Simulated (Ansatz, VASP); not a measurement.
**W: VASP beside Ansatz**

```xyz
1
Lattice="0.0000 1.9103 2.2924 1.9103 0.0000 2.2924 1.9103 1.9103 0.0000" Properties=species:S:1:pos:R:3 pbc="T T T"
W     0.0000    0.0000    0.0000
```

Alike in both runs: task single point; functional LDA; k mesh 22 × 22 × 22; occupations gaussian, width 0.15 eV; no spin polarisation.

|  | VASP | Ansatz |
| --- | --- | --- |
| version | VASP 6.6.1 | Ansatz 0.2.0 |
| potentials or method | VASP PAW LDA potentials, release 64 (W_sv) | scalar-relativistic, plane waves, PAW |
| plane-wave cutoff (eV) | 520 | 420 |
| valence electrons in the cell | 14 | 14 |

VASP gave:

| Quantity | Value |
| --- | --- |
| gap on the k mesh at the Fermi level (eV) | none |
| pressure (GPa) | -15.5 |
| largest component of the traceless stress (GPa) | 0.73 |

Problem. Estimate Ansatz's values.

Solution. gap on the k mesh at the Fermi level (eV): none; pressure (GPa): -17.0; largest component of the traceless stress (GPa): 0.92.

A gap of «none» marks a metal or a gap that the smearing closes.

Caveats: so large a pressure means that the cell lies far from this level's equilibrium, or that cutoff or potentials fall short (VASP). Spin-orbit coupling is left out, which matters for the levels of W.
